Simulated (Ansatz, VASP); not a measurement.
## Al in VASP and in Ansatz

The input INCAR:

```
ALGO = Normal
EDIFF = 1E-8
ENCUT = 520
GGA = PE
ISIF = 2
ISMEAR = -1
LASPH = True
LCHARG = False
LEFG = True
LREAL = False
LWAVE = False
NBANDS = 8
NELM = 100
PREC = Accurate
SIGMA = 0.05
```

File KPOINTS:

```
k-points
0
Gamma
  14 14 14
```

The input POSCAR:

```
Al
1.0
    0.0000000000      2.0239800000      1.9632606000
    2.0239800000      0.0000000000      1.9632606000
    2.0239800000      2.0239800000      0.0000000000
Al
1
Direct
    0.0000000000      0.0000000000      0.0000000000
```

Input for Ansatz:

```yaml
crystal:
  lattice:
    - [0.0, 2.02398, 1.9632606]
    - [2.02398, 0.0, 1.9632606]
    - [2.02398, 2.02398, 0.0]
  atoms:
    - { symbol: Al, position: [0.0, 0.0, 0.0] }
kpoints:
  mp_grid: { grid: [14, 14, 14] }
scf:
  occupations: { method: fermi_dirac, width: 0.05 }
hamiltonian:
  xc: pbe
  pseudopotentials: { kind: paw }
output:
  forces: true
  stress: true
  eigenvalues: true
  efg: { contact_densities: true }
  write_density: true
  write_potential: true
  elf: true
  volumetric_format: npy
```

Change from the starting cell: zz strain of -3 %, PAW files.

Alike in both runs: task electric field gradients; functional PBE; k mesh 14 × 14 × 14; occupations fermi-dirac, width 0.05 eV; no spin polarisation.

|  | VASP | Ansatz |
| --- | --- | --- |
| version | VASP 6.6.1 | Ansatz 0.2.0 |
| potentials or method | VASP PAW PBE potentials, release 64 (Al) | PAW with Ansatz's default frozen-core files, scalar-relativistic |
| plane-wave cutoff (eV) | 520 | 420 |
| valence electrons in the cell | 3 | 3 |

```tsv
	VASP	Ansatz	Ansatz less VASP
pressure (GPa)	1.9	2.0	+0.04
largest component of the traceless stress (GPa)	0.90	0.91	+0.007
Vzz of the field gradient on the site that differs most (V/Å²)	-1.2	-1.1	+0.15
```

The functional is the same, so the differences come from potentials, cutoffs and numerics.
